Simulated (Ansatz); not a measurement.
## Pt(111) with 4 layers of random Pt-Pd, 2x2: scattering by chemical disorder

Wanted: resistance against the alloy's length, first Pt(111) with 4 layers of random Pt-Pd, 2x2.

Calculated with Ansatz 0.2.0; Ansatz plane-wave DFT, PBE, PAW files; ballistic transport by layer matching (Landauer), zero bias; PAW set soft_1.

**1. Starting point**

The cell holds 40 atoms: 28 Pt and 12 Pd. Cell: a = 5.546 Å, b = 5.546 Å, c = 22.699 Å, α = 93.5°, β = 86.5°, γ = 120.0°. It derives from Pt. Regions: lead, 24 atoms (24 Pt); scattering region, 16 atoms (12 Pd and 4 Pt). The structure is stacked along c, and the current runs across the ab planes.

**2. With 4 alloy layers**

In 4 layers a share of 0.75 of the sites is given to Pd at random. The layers about the cell's end stay perfect and serve as the lead. Disorder leaves little or no symmetry, which makes such runs dear. Energies from -0.05 to 0.05 eV in steps of 0.05 eV are too few for the program's thermal sum, so it prints no conductance; for a metal the transmission near the Fermi level serves, at a fraction of the cost.

input.yaml

```yaml
crystal:
  lattice:
    - [5.5462627489, 0.0, 0.0]
    - [-2.7731313745, 4.8032044366, 0.0]
    - [1.3865656872, -0.8005340728, 22.6425228571]
  atoms:
    - { symbol: Pt, position: [0.9916666667, 0.0083333333, 0.05] }
    - { symbol: Pt, position: [0.9916666667, 0.5083333333, 0.05] }
    - { symbol: Pt, position: [0.4916666667, 0.0083333333, 0.05] }
    - { symbol: Pt, position: [0.4916666667, 0.5083333333, 0.05] }
    - { symbol: Pt, position: [0.1416666667, 0.3583333333, 0.15] }
    - { symbol: Pt, position: [0.1416666667, 0.8583333333, 0.15] }
    - { symbol: Pt, position: [0.6416666667, 0.3583333333, 0.15] }
    - { symbol: Pt, position: [0.6416666667, 0.8583333333, 0.15] }
    - { symbol: Pt, position: [0.2916666667, 0.2083333333, 0.25] }
    - { symbol: Pt, position: [0.2916666667, 0.7083333333, 0.25] }
    - { symbol: Pt, position: [0.7916666667, 0.2083333333, 0.25] }
    - { symbol: Pt, position: [0.7916666667, 0.7083333333, 0.25] }
    - { symbol: Pd, position: [0.9416666667, 0.0583333333, 0.35] }
    - { symbol: Pt, position: [0.9416666667, 0.5583333333, 0.35] }
    - { symbol: Pd, position: [0.4416666667, 0.0583333333, 0.35] }
    - { symbol: Pd, position: [0.4416666667, 0.5583333333, 0.35] }
    - { symbol: Pd, position: [0.0916666667, 0.4083333333, 0.45] }
    - { symbol: Pt, position: [0.0916666667, 0.9083333333, 0.45] }
    - { symbol: Pd, position: [0.5916666667, 0.4083333333, 0.45] }
    - { symbol: Pd, position: [0.5916666667, 0.9083333333, 0.45] }
    - { symbol: Pd, position: [0.2416666667, 0.2583333333, 0.55] }
    - { symbol: Pd, position: [0.2416666667, 0.7583333333, 0.55] }
    - { symbol: Pt, position: [0.7416666667, 0.2583333333, 0.55] }
    - { symbol: Pd, position: [0.7416666667, 0.7583333333, 0.55] }
    - { symbol: Pd, position: [0.8916666667, 0.1083333333, 0.65] }
    - { symbol: Pd, position: [0.8916666667, 0.6083333333, 0.65] }
    - { symbol: Pt, position: [0.3916666667, 0.1083333333, 0.65] }
    - { symbol: Pd, position: [0.3916666667, 0.6083333333, 0.65] }
    - { symbol: Pt, position: [0.0416666667, 0.4583333333, 0.75] }
    - { symbol: Pt, position: [0.0416666667, 0.9583333333, 0.75] }
    - { symbol: Pt, position: [0.5416666667, 0.4583333333, 0.75] }
    - { symbol: Pt, position: [0.5416666667, 0.9583333333, 0.75] }
    - { symbol: Pt, position: [0.1916666667, 0.3083333333, 0.85] }
    - { symbol: Pt, position: [0.1916666667, 0.8083333333, 0.85] }
    - { symbol: Pt, position: [0.6916666667, 0.3083333333, 0.85] }
    - { symbol: Pt, position: [0.6916666667, 0.8083333333, 0.85] }
    - { symbol: Pt, position: [0.8416666667, 0.1583333333, 0.95] }
    - { symbol: Pt, position: [0.8416666667, 0.6583333333, 0.95] }
    - { symbol: Pt, position: [0.3416666667, 0.1583333333, 0.95] }
    - { symbol: Pt, position: [0.3416666667, 0.6583333333, 0.95] }
kpoints:
  mp_grid: { grid: [5, 5, 1] }
hamiltonian:
  xc: pbe
  pseudopotentials: { kind: paw, azcp: { folder: soft_1 } }
scf:
  occupations: { method: fermi_dirac, width: 0.1 }
output:
  transmission:
    leads: [[0, 4]]
    kmesh: [10, 10]
    e_range: [-0.05, 0.05]
    de: 0.05
  write_potential: true
  write_density: true
  volumetric_format: npy
```

Command:

```sh
> ansatz run input.yaml --threads 4 --pin off --max-ram 15360MiB --backend cpu --events-out ev --progress --plain --runs-dir out
```

Numbers of over 12 decimals in the logs are rounded to 6 here.

The program printed:

```text
Engine: ansatz 0.2.0, aarch64-unknown-linux-gnu
Pseudopotentials: kind: paw
Pseudopotential: Pt, paw, valence charge 18, recommended cutoff 420 eV (normal), soft_1/Pt.paw.azcp
Pseudopotential: Pd, paw, valence charge 18, recommended cutoff 420 eV (normal), soft_1/Pd.paw.azcp
Functional definition: PBE
  parameter kappa = 0.804
  parameter beta = 0.066725
  exchange = pbe_x(kappa = kappa, mu = beta*pi^2/3)
  correlation = pbe_c(beta = beta)
Crystal: 40 atoms, lattice volume = 603.193 Å³
Basis set: ecut = 420 eV, 11827 PW (Γ)
Bands: 432, of which v1, the nominal top of the filled ones, is band 360 counted from 1 (359 counted from 0)
Symmetry: 2 space group operations
Space group: C2 (ITA 5), of the structure as read, at distance tolerance 8.4e-5 Å
k-points: 9 of 25 (time reversal used)
Non-local potential: Pt, projectors of the file, l = 0: 3, l = 1: 2, l = 2: 2, l = 3: 1
Non-local potential: Pd, projectors of the file, l = 0: 2, l = 1: 2, l = 2: 2, l = 3: 1
PAW form: soft (Blöchl's): semilocal exchange-correlation on the pseudo side does not see the compensation charge
PAW one-centre angular grid: Pt, 590 points (default); XC on 64 Gauss nodes
PAW one-centre angular grid: Pd, 590 points (default); XC on 64 Gauss nodes
Initial density: superposition of atomic densities (chi_scale 0.1, normalization cell, long waves of neutral atoms (reshape's long-wave potential 3.16 eV rms, cloud 2.75 Å wide))
Initial wavefunctions: pseudopotential atomic-orbital guess
Functional: x = pbe(κ = 0.804, μ = 0.219515), c = pbe(β = 0.066725)
SCF iter   1: F=—  HF=-434400.146368 eV  |F-HF|=—  |Δ(HF+E_count)|=         —  Δρ=1.75e-1  dr2=1.83e3  ethr=3.10e-3  ⟨swp⟩=4.0  Hψ=11405  notcnv=0  defer=139
preconditioner: auto → Kerker (q_TF=auto, 2.810 Å⁻¹)  [metal: Δε(μ)=0.004 eV  Ē_g=8.454 eV  σ=0.100 eV  W_gap=0.01  n_scr=246 (ndim 8)  ℏωp=30.2 eV  f_vac=0.000  D(μ)=39.91/eV (n_scr^D=368)]
SCF iter   2: F=—  HF=-434374.188081 eV  |F-HF|=—  |Δ(HF+E_count)|=    2.60e1  Δρ=7.00e-2  dr2=2.59e2  ethr=3.10e-3  ⟨swp⟩=2.1  Hψ=6797  notcnv=0  defer=344
SCF iter   3: F=—  HF=-434368.041743 eV  |F-HF|=—  |Δ(HF+E_count)|=    6.15e0  Δρ=2.09e-2  dr2=1.09e1  ethr=3.10e-3  ⟨swp⟩=2.4  Hψ=5774  notcnv=0  defer=344
SCF iter   4: F=—  HF=-434367.787368 eV  |F-HF|=—  |Δ(HF+E_count)|=   2.54e-1  Δρ=8.92e-3  dr2=1.05e1  ethr=1.52e-3  ⟨swp⟩=2.1  Hψ=4604  notcnv=0  defer=349
SCF iter   5: F=—  HF=-434367.753252 eV  |F-HF|=—  |Δ(HF+E_count)|=   3.41e-2  Δρ=4.78e-3  dr2=3.22e0  ethr=1.45e-3  ⟨swp⟩=1.0  Hψ=3528  notcnv=0  defer=354
SCF iter   6: F=—  HF=-434367.735085 eV  |F-HF|=—  |Δ(HF+E_count)|=   1.82e-2  Δρ=1.76e-3  dr2=5.34e-1  ethr=4.47e-4  ⟨swp⟩=1.0  Hψ=3528  notcnv=0  defer=359
SCF iter   7: F=—  HF=-434367.732308 eV  |F-HF|=—  |Δ(HF+E_count)|=   2.78e-3  Δρ=2.66e-4  dr2=1.69e-2  ethr=7.42e-5  ⟨swp⟩=1.0  Hψ=3528  notcnv=0  defer=359
SCF iter   8: F=—  HF=-434367.732217 eV  |F-HF|=—  |Δ(HF+E_count)|=   9.15e-5  Δρ=6.35e-5  dr2=1.27e-4  ethr=2.34e-6  ⟨swp⟩=1.0  Hψ=3528  notcnv=0  defer=359
SCF iter   9: F=—  HF=-434367.732203 eV  |F-HF|=—  |Δ(HF+E_count)|=   1.36e-5  Δρ=2.12e-5  dr2=6.10e-5  ethr=1.77e-8  ⟨swp⟩=1.0  Hψ=3528  notcnv=0  defer=359
SCF iter  10: F=—  HF=-434367.731128 eV  |F-HF|=—  |Δ(HF+E_count)|=   1.08e-3  Δρ=6.94e-6  dr2=1.49e-6  ethr=8.48e-9  ⟨swp⟩=1.0  Hψ=3732  notcnv=0  defer=359
SCF iter  11: F=-434367.731128 eV  HF=-434367.731128 eV  |F-HF|=6.29e-8  |Δ(HF+E_count)|=   2.78e-8  Δρ=1.94e-6  dr2=6.93e-8  ethr=1.39e-11  ⟨swp⟩=8.3  Hψ=13321  notcnv=0
SCF 1 converged in 11 iterations: F = -434367.731128 eV  dr2 = 6.93e-8
  greatest PAW one-centre occupation: 1.000 electrons in one spin orbital (limit 2), on the Pt atom at site 35 (counted from 0), in its partial waves of l = 0
transmission: 208 of 2080 steps passed
transmission: 416 of 2080 steps passed
[...]
transmission: 2080 of 2080 steps passed
SCF converged after 11 iterations
Free energy (F): -434367.731128 eV
Harris-Foulkes:  -434367.731128 eV  (|F-HF|=6.29e-8)
Internal energy: -434365.495832 eV  (E = F + TS)
E sigma→0 (E₀):  -434366.613480 eV
Entropy (-TS):   -2.235296 eV (-55.882 meV/atom)
Fermi energy:    22.121607 eV
--- Per-component energies (eV) ---
  E_band       = -5379.770496
  E_kinetic    = 22103.680099
  E_local      = -62255.568231  (includes V_loc(G=0)·N_el)
  E_nonlocal   = 10156.827002
  E_hartree    = 24166.387122
  E_xc         = -8173.703220
  E_vxc        = -9709.838177  (∫ρ·V_xc dr)
  E_paw        = -311277.498822  (= ΣΔE_a)
  E_vpaw       = -14007.668942  (= ΣTr[D̂ρ^β])
  E_aug_tail   = 0.034014  (compensation charges beyond the density's cutoff)
  E_ewald      = -109085.653796
  E_smearing   = -2.235296  (= −TS)
  E_closure    = -0.000000  (closes the sum)
  Σ components = -434367.731128   (vs F -434367.731128, Δ=0.00e0)
--- Band table (eV; the first three rows and the last of 9) ---
  k-point 0: bands = [... 356 lower, 22.2639, 22.2810, 22.2823, 22.3334, 22.3337, 22.3450, 22.3584, 22.3833, ... 68 higher]
  k-point 1: bands = [... 356 lower, 22.0787, 22.0879, 22.0960, 22.1174, 22.1494, 22.1698, 22.2165, 22.3033, ... 68 higher]
  k-point 2: bands = [... 356 lower, 22.0032, 22.0228, 22.1046, 22.1320, 22.1733, 22.1970, 22.2174, 22.2339, ... 68 higher]
  k-point 8: bands = [... 356 lower, 22.0210, 22.0832, 22.0930, 22.1185, 22.1249, 22.1645, 22.1878, 22.2248, ... 68 higher]
--- Transmission ---
  basis      : 241 plane waves across, 40 finite elements along
  points     : 52, standing for a mesh of 10 x 10
  energies   : 3 from -0.050000 to 0.050000 eV about the Fermi level, 0.050000 eV apart; the leads are filled to 0.000000 eV, and channels, transmission and decay are at 0.000000 eV
  crystal 0  : Pt4, at the sites [0, 4], period 2.2643 Å, over 13.59 Å; its Hamiltonian steps by up to 12.7 meV
    offset         : up to 0.0000 Å between an atom of the period and one for which it stands
    channels       : 6.650000e0 a spin
    conductance    : none, the energies end too early or step too widely for 300 K: set another output.transmission.e_range or a lower de, or, where they end at an eighth of basis.ecutwfc, a higher one
  junction   : crystal 0 to crystal 0, 0.70 to 21.08 Å
    transmission   : 4.467569e0 a spin
    conductance    : none, the energies end too early or step too widely for 300 K: set another output.transmission.e_range or a lower de, or, where they end at an eighth of basis.ecutwfc, a higher one
```

Wall time 10 min (4 threads of Arm Neoverse V1, shared host); peak memory 5.2 GiB; 38 min of CPU time.

This step gave:

- free energy: -434367.7311 eV
- energy at zero smearing: -434366.6135 eV
- Fermi energy: 22.12 eV
- cell area: 26.64 Å²
- transmission per spin nearest the Fermi level: 4.468
- open channels per spin nearest the Fermi level: 6.65
- step of the lead's potential: 12.7 meV

Per spin. The transmission, zone mean by energy, zero at the Fermi level:

```csv
energy (eV),"transmission, zone mean"
-0.0500,5.02
0.0000,4.47
0.0500,4.08
```

Per spin. Open channels, zone mean, lead against energy, zero at the Fermi level:

```csv
energy (eV),"open channels, zone mean, lead"
-0.0500,7.22
0.0000,6.65
0.0500,6.15
```

Transmission over k1 and k2. At 0.0000 eV from the Fermi level.

Values, 10 rows by 10 columns:
```
5.60 5.22 4.47 3.88 4.34 5.35 5.73 3.06 2.94 3.41
3.19 4.47 5.67 4.46 4.75 5.95 4.29 2.97 2.95 2.94
3.01 3.88 4.46 5.94 3.70 6.30 4.56 3.59 2.97 3.06
5.69 4.34 4.75 3.70 5.43 4.94 3.76 4.56 4.29 5.73
5.22 5.35 5.95 6.30 4.94 2.53 4.94 6.30 5.95 5.35
5.69 5.73 4.29 4.56 3.76 4.94 5.43 3.70 4.75 4.34
3.01 3.06 2.97 3.59 4.56 6.30 3.70 5.94 4.46 3.88
3.19 2.94 2.95 2.97 4.29 5.95 4.75 4.46 5.67 4.47
5.60 3.41 2.94 3.06 5.73 5.35 4.34 3.88 4.47 5.22
4.95 5.60 3.19 3.01 5.69 5.22 5.69 3.01 3.19 5.60
```
Columns: k1 (b1) from -0.5 to 0.4; rows upwards: k2 (b2) from -0.5 to 0.4.

Open channels over k1 and k2. At 0.0000 eV from the Fermi level.

Values, 10 rows by 10 columns:
```
10.0  8.0  6.0  6.0  6.0  8.0 10.0  4.0  3.0  4.0
 4.0  6.0  8.0  7.0  7.0  8.0  6.0  4.0  3.0  3.0
 4.0  6.0  7.0  9.0  4.0  9.0  7.0  6.0  4.0  4.0
10.0  6.0  7.0  4.0  9.0  9.0  4.0  7.0  6.0 10.0
10.0  8.0  8.0  9.0  9.0  5.0  9.0  9.0  8.0  8.0
10.0 10.0  6.0  7.0  4.0  9.0  9.0  4.0  7.0  6.0
 4.0  4.0  4.0  6.0  7.0  9.0  4.0  9.0  7.0  6.0
 4.0  3.0  3.0  4.0  6.0  8.0  7.0  7.0  8.0  6.0
10.0  4.0  3.0  4.0 10.0  8.0  6.0  6.0  6.0  8.0
10.0 10.0  4.0  4.0 10.0 10.0 10.0  4.0  4.0 10.0
```
Columns: k1 (b1) from -0.5 to 0.4; rows upwards: k2 (b2) from -0.5 to 0.4.

Over the solved energies the transmission per spin lies between 4.08 and 5.02, out of 6.67 channels of the lead on average (up to 7.22).

**3. With 8 alloy layers**

In 8 layers a share of 0.75 of the sites is given to Pd at random. A fresh draw is used; the growth of the resistance with length is what counts.

System of this step: Pt(111) with 8 layers of random Pt-Pd, 2x2. The cell holds 56 atoms: 32 Pt and 24 Pd. Its edges and angles: a = 5.546 Å, b = 5.546 Å, c = 31.740 Å, α = 87.5°, β = 92.5°, γ = 120.0°. It derives from Pt. Regions: lead, 24 atoms (24 Pt); scattering region, 32 atoms (8 Pt and 24 Pd). The structure is stacked along c, and the current runs across the ab planes.

input.yaml

```yaml
crystal:
  lattice:
    - [5.5462627489, 0.0, 0.0]
    - [-2.7731313745, 4.8032044366, 0.0]
    - [-1.3865656872, 0.8005340728, 31.6995319999]
  atoms:
    - { symbol: Pt, position: [0.005952381, 0.994047619, 0.0357142857] }
    - { symbol: Pt, position: [0.005952381, 0.494047619, 0.0357142857] }
    - { symbol: Pt, position: [0.505952381, 0.994047619, 0.0357142857] }
    - { symbol: Pt, position: [0.505952381, 0.494047619, 0.0357142857] }
    - { symbol: Pt, position: [0.1845238095, 0.3154761905, 0.1071428571] }
    - { symbol: Pt, position: [0.1845238095, 0.8154761905, 0.1071428571] }
    - { symbol: Pt, position: [0.6845238095, 0.3154761905, 0.1071428571] }
    - { symbol: Pt, position: [0.6845238095, 0.8154761905, 0.1071428571] }
    - { symbol: Pt, position: [0.3630952381, 0.1369047619, 0.1785714286] }
    - { symbol: Pt, position: [0.3630952381, 0.6369047619, 0.1785714286] }
    - { symbol: Pt, position: [0.8630952381, 0.1369047619, 0.1785714286] }
    - { symbol: Pt, position: [0.8630952381, 0.6369047619, 0.1785714286] }
    - { symbol: Pt, position: [0.0416666667, 0.9583333333, 0.25] }
    - { symbol: Pd, position: [0.0416666667, 0.4583333333, 0.25] }
    - { symbol: Pd, position: [0.5416666667, 0.9583333333, 0.25] }
    - { symbol: Pd, position: [0.5416666667, 0.4583333333, 0.25] }
    - { symbol: Pd, position: [0.2202380952, 0.2797619048, 0.3214285714] }
    - { symbol: Pd, position: [0.2202380952, 0.7797619048, 0.3214285714] }
    - { symbol: Pd, position: [0.7202380952, 0.2797619048, 0.3214285714] }
    - { symbol: Pt, position: [0.7202380952, 0.7797619048, 0.3214285714] }
    - { symbol: Pd, position: [0.3988095238, 0.1011904762, 0.3928571429] }
    - { symbol: Pd, position: [0.3988095238, 0.6011904762, 0.3928571429] }
    - { symbol: Pd, position: [0.8988095238, 0.1011904762, 0.3928571429] }
    - { symbol: Pt, position: [0.8988095238, 0.6011904762, 0.3928571429] }
    - { symbol: Pd, position: [0.0773809524, 0.9226190476, 0.4642857143] }
    - { symbol: Pd, position: [0.0773809524, 0.4226190476, 0.4642857143] }
    - { symbol: Pt, position: [0.5773809524, 0.9226190476, 0.4642857143] }
    - { symbol: Pd, position: [0.5773809524, 0.4226190476, 0.4642857143] }
    - { symbol: Pd, position: [0.255952381, 0.244047619, 0.5357142857] }
    - { symbol: Pd, position: [0.255952381, 0.744047619, 0.5357142857] }
    - { symbol: Pd, position: [0.755952381, 0.244047619, 0.5357142857] }
    - { symbol: Pd, position: [0.755952381, 0.744047619, 0.5357142857] }
    - { symbol: Pt, position: [0.4345238095, 0.0654761905, 0.6071428571] }
    - { symbol: Pd, position: [0.4345238095, 0.5654761905, 0.6071428571] }
    - { symbol: Pt, position: [0.9345238095, 0.0654761905, 0.6071428571] }
    - { symbol: Pd, position: [0.9345238095, 0.5654761905, 0.6071428571] }
    - { symbol: Pd, position: [0.1130952381, 0.8869047619, 0.6785714286] }
    - { symbol: Pd, position: [0.1130952381, 0.3869047619, 0.6785714286] }
    - { symbol: Pd, position: [0.6130952381, 0.8869047619, 0.6785714286] }
    - { symbol: Pd, position: [0.6130952381, 0.3869047619, 0.6785714286] }
    - { symbol: Pd, position: [0.2916666667, 0.2083333333, 0.75] }
    - { symbol: Pd, position: [0.2916666667, 0.7083333333, 0.75] }
    - { symbol: Pt, position: [0.7916666667, 0.2083333333, 0.75] }
    - { symbol: Pt, position: [0.7916666667, 0.7083333333, 0.75] }
    - { symbol: Pt, position: [0.4702380952, 0.0297619048, 0.8214285714] }
    - { symbol: Pt, position: [0.4702380952, 0.5297619048, 0.8214285714] }
    - { symbol: Pt, position: [0.9702380952, 0.0297619048, 0.8214285714] }
    - { symbol: Pt, position: [0.9702380952, 0.5297619048, 0.8214285714] }
    - { symbol: Pt, position: [0.1488095238, 0.8511904762, 0.8928571429] }
    - { symbol: Pt, position: [0.1488095238, 0.3511904762, 0.8928571429] }
    - { symbol: Pt, position: [0.6488095238, 0.8511904762, 0.8928571429] }
    - { symbol: Pt, position: [0.6488095238, 0.3511904762, 0.8928571429] }
    - { symbol: Pt, position: [0.3273809524, 0.1726190476, 0.9642857143] }
    - { symbol: Pt, position: [0.3273809524, 0.6726190476, 0.9642857143] }
    - { symbol: Pt, position: [0.8273809524, 0.1726190476, 0.9642857143] }
    - { symbol: Pt, position: [0.8273809524, 0.6726190476, 0.9642857143] }
kpoints:
  mp_grid: { grid: [5, 5, 1] }
hamiltonian:
  xc: pbe
  pseudopotentials: { kind: paw, azcp: { folder: soft_1 } }
scf:
  occupations: { method: fermi_dirac, width: 0.1 }
output:
  transmission:
    leads: [[0, 4]]
    kmesh: [10, 10]
    e_range: [-0.05, 0.05]
    de: 0.05
  write_potential: true
  write_density: true
  volumetric_format: npy
```

The program printed:

```text
[...]
Crystal: 56 atoms, lattice volume = 844.470 Å³
Basis set: ecut = 420 eV, 16521 PW (Γ)
Bands: 605, of which v1, the nominal top of the filled ones, is band 504 counted from 1 (503 counted from 0)
Symmetry: 1 space group operations
[...]
k-points: 13 of 25 (time reversal used)
[...]
SCF iter   1: F=—  HF=-568194.819126 eV  |F-HF|=—  |Δ(HF+E_count)|=         —  Δρ=1.76e-1  dr2=4.39e3  ethr=3.10e-3  ⟨swp⟩=4.0  Hψ=23075  notcnv=0  defer=267
[...]
SCF iter  13: F=-568142.239946 eV  HF=-568142.239946 eV  |F-HF|=1.58e-8  |Δ(HF+E_count)|=  9.31e-10  Δρ=2.19e-7  dr2=1.60e-8  ethr=9.92e-12  ⟨swp⟩=8.4  Hψ=18667  notcnv=0
SCF 1 converged in 13 iterations: F = -568142.239946 eV  dr2 = 1.60e-8
[...]
transmission: 293 of 2912 steps passed
transmission: 585 of 2912 steps passed
[...]
transmission: 2912 of 2912 steps passed
SCF converged after 13 iterations
Free energy (F): -568142.239946 eV
[...]
Internal energy: -568139.078421 eV  (E = F + TS)
E sigma→0 (E₀):  -568140.659184 eV
Entropy (-TS):   -3.161525 eV (-56.456 meV/atom)
Fermi energy:    21.558174 eV
[...]
--- Band table (eV; the first three rows and the last of 13) ---
  k-point 0: bands = [... 500 lower, 21.7380, 21.7439, 21.7704, 21.7899, 21.7932, 21.7968, 21.8030, 21.8177, ... 97 higher]
  k-point 1: bands = [... 500 lower, 21.5271, 21.5445, 21.5550, 21.5652, 21.5786, 21.5987, 21.6275, 21.6672, ... 97 higher]
  k-point 2: bands = [... 500 lower, 21.5070, 21.5271, 21.5485, 21.5752, 21.5858, 21.5988, 21.6128, 21.6409, ... 97 higher]
  k-point 12: bands = [... 500 lower, 21.4621, 21.4759, 21.5057, 21.5261, 21.5563, 21.5635, 21.5686, 21.6124, ... 97 higher]
--- Transmission ---
  basis      : 241 plane waves across, 56 finite elements along
  points     : 52, standing for a mesh of 10 x 10
[...]
channels       : 6.890000e0 a spin
[...]
junction   : crystal 0 to crystal 0, 0.70 to 30.13 Å
    transmission   : 3.743274e0 a spin
[...]
```

The job ended after 22 min (4 threads; peak memory 9.7 GiB; 81 min of CPU time).

This step gave:

| Property | Result |
| --- | --- |
| free energy | -568142.2399 eV |
| energy at zero smearing | -568140.6592 eV |
| Fermi energy | 21.56 eV |
| transmission per spin nearest the Fermi level | 3.743 |
| open channels per spin nearest the Fermi level | 6.89 |
| step of the lead's potential | 13.1 meV |

Per spin. Table of transmission, zone mean by energy, zero at the Fermi level:

```csv
energy (eV),"transmission, zone mean"
-0.0500,4.28
0.0000,3.74
0.0500,3.37
```

Over the solved energies the transmission per spin lies between 3.37 and 4.28, out of 6.79 channels of the lead on average (up to 7.28).

(Continued in part 2 of 2.)

[Logs are printed without paths, hosts, clocks, repeated set-up lines and the standing remarks that a program may print on its own settings, such as how far it seeks lower states.]

[Hosts, paths, dates, database ids (printed as entryN), source tags and the programs' standing remarks are cut or masked in the printed files.]
